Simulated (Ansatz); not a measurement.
**Au: changes ranked by their effect on the pressure**

```
CELL_PARAMETERS angstrom
2.90000 0.00000 0.00000
-1.45000 2.51147 0.00000
0.00000 0.00000 4.88000
ATOMIC_POSITIONS crystal
Au 0.33333 0.66667 0.75000
Au 0.66667 0.33333 0.25000
```

Atom numbers follow the list: Au1, Au2.

The cell is COD entry 1545302, as deposited and not checked against the literature; nothing was relaxed.

The calculation used Ansatz 0.2.0, DFT, PBE, all-electron LAPW, scalar-relativistic.

Sampling and basis: a Γ-centred 14×14×8 k mesh, Fermi–Dirac smearing of 0.03 eV, basis error target 0.25 meV/atom, no spin polarisation.

Spin–orbit coupling is off unless a change turns it on.

In this reference run the pressure is 2.0 GPa (positive in compression). Each change below is made alone, on the same k mesh, with fractional coordinates held unless an atom is moved; x, y and z are the Cartesian axes.

**Question.** One change shifts the pressure by 0.0 GPa. Which?
A. z strained by +2 % at fixed volume
B. atom 1 (Au) moved by (0.0500, 0.0000, 0.0000) Å
C. volume scaled by 0.97
D. volume scaled by 1.03

**Answer.** B. The others give: z strained by +2 % at fixed volume, +0.4 GPa; volume scaled by 0.97, +4.8 GPa; volume scaled by 1.03, -4.0 GPa.
